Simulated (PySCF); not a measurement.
Identify the unknown among the candidates.

All candidates are C4H10O.

| technique | computed result |
| --- | --- |
| Dipole | 1.18 D [CAM-B3LYP/def2-SVPD] |
| Polarisability | 57.1 au [CAM-B3LYP/def2-SVPD] |
| UV, strongest line | among the 8 lowest singlet transitions: S8 at 9.47 eV (131 nm, f = 0.073) [TDDFT CAM-B3LYP/def2-SVPD] |
| Rotational structure | rotational constants A, B, C: 18.069, 2.248, 2.105 GHz [GFN2-xTB] |
| Triplet | lowest triplet excitation (Tamm–Dancoff): 6.98 eV [TDA CAM-B3LYP/def2-SVPD] |
| UV, first state | lowest singlet excitation: 7.15 eV (173 nm, f = 0.026) [TDDFT CAM-B3LYP/def2-SVPD] |

The electronic properties come from PySCF, for the isolated species, density fitting. Levels stand in brackets. Isolated species at its GFN2-xTB geometry (one conformer only).

Question: Which candidate is it?
A. `CCCOC` (1-methoxypropane)
B. `CCOCC` (diethyl ether)
C. `CC(C)CO` (2-methyl-1-propanol)

Answer: B. It is `CCOCC`. Numbering: `[CH3:1][CH2:2][O:3][CH2:4][CH3:5]`. Its formula, C4H10O, gives 0 degrees of unsaturation, so no ring and no π bond. The optimised geometry has point group C2v and is an asymmetric top.

The others, at the same levels:
- `CCCOC` fails: its computed strongest line among the 8 lowest singlet transitions is S4 at 8.43 eV (147 nm, f = 0.049) (against S8 at 9.47 eV) and rotational constant A is 20.068 GHz (against 18.069 GHz).
- `CC(C)CO` fails: its computed lowest singlet excitation is 6.96 eV (178 nm, f = 0.004) (against 7.15 eV), lowest triplet excitation (Tamm–Dancoff) is 6.66 eV (against 6.98 eV) and strongest line among the 8 lowest singlet transitions is S7 at 9.23 eV (134 nm, f = 0.049) (against S8 at 9.47 eV).

Each candidate is one conformer, not necessarily the lowest. Dipoles, sizes and rotational constants follow the conformer. The torsions of the flexible species, by atom-mapped SMILES:
- `[CH3:1][CH2:2][O:3][CH2:4][CH3:5]`: C1–C2–O3–C4 180°, C2–O3–C4–C5 180°
- `[CH3:1][CH2:2][CH2:3][O:4][CH3:5]`: C1–C2–C3–O4 180°, C2–C3–O4–C5 180°
- `[CH3:1][CH:2]([CH3:3])[CH2:4][OH:5]`: C1–C2–C4–O5 62°, H–O5–C4–C2 58°
